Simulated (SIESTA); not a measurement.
Runs of SIESTA 5.4.2 on NiO. Symmetry: Fm-3m, No. 225, cubic system. The conventional cell has a = 4.172 Å, b = 4.172 Å, c = 4.172 Å, α = 90.00°, β = 90.00°, γ = 90.00°. Ni (site symmetry m-3m) has 6 O at 2.09 Å as nearest neighbours. Around O (site symmetry m-3m) lie 6 Ni at 2.09 Å. 

```tsv
task	level	potentials or basis	U	cell	hubbard projector method	U from the first cycle	optimiser	force tolerance	gap on the mesh (eV)	pressure (GPa)	moment (μB)
single point	PBE	PseudoDojo 0.4 standard (PBE files), DZP (energy shift 0.003 Ry; two zetas on semicore shells)	-	as given	1	yes	-	-	none	7.1	1.82
relaxation of cell and atoms	BLYP	PseudoDojo 0.4 standard (PBE files), DZP (energy shift 0.003 Ry; two zetas on semicore shells)	-	relaxed	-	-	CG	0.02 eV/Å	none	0.0	1.87
single point	PBE+U	PseudoDojo 0.4 standard (PBE files), DZP (energy shift 0.003 Ry; two zetas on semicore shells)	Ni d U = 2 eV	as given	1	yes	-	-	(a)	11.1	2.00
single point	PBE+U	PseudoDojo 0.4 standard (PBE files), DZP (energy shift 0.003 Ry; two zetas on semicore shells)	Ni d U = 8 eV	as given	1	yes	-	-	2.53	17.3	2.00
single point	PBEsol	PseudoDojo 0.4 standard (PBEsol files), DZP (energy shift 0.003 Ry; two zetas on semicore shells)	-	as given	-	-	-	-	none	(b)	1.16
```

Alike in all rows: spin collinear, ferromagnetic start; k mesh 8 × 8 × 8; smearing fermi-dirac 0.05 eV; grid cutoff 800 Ry; energy shift 0.003 Ry.

Problem. Fill in the values left out.

Solution. (a) 0.35; (b) -8.8.

Caveats: short orbitals over semicore shells can move pressures by several GPa; the basis of atomic orbitals isn't converged, which shifts pressures, moduli and gaps; a cell with one magnetic atom can't hold antiferromagnetic order, which such compounds often take; semilocal functionals often make such compounds metallic where correlation or magnetic order opens a gap, which also shifts bond lengths (some runs); the potentials were made for another functional, which shifts forces and pressure (some runs).

A k mesh can miss the band edges.

A gap of «none» marks a metal or a gap under the smearing width.
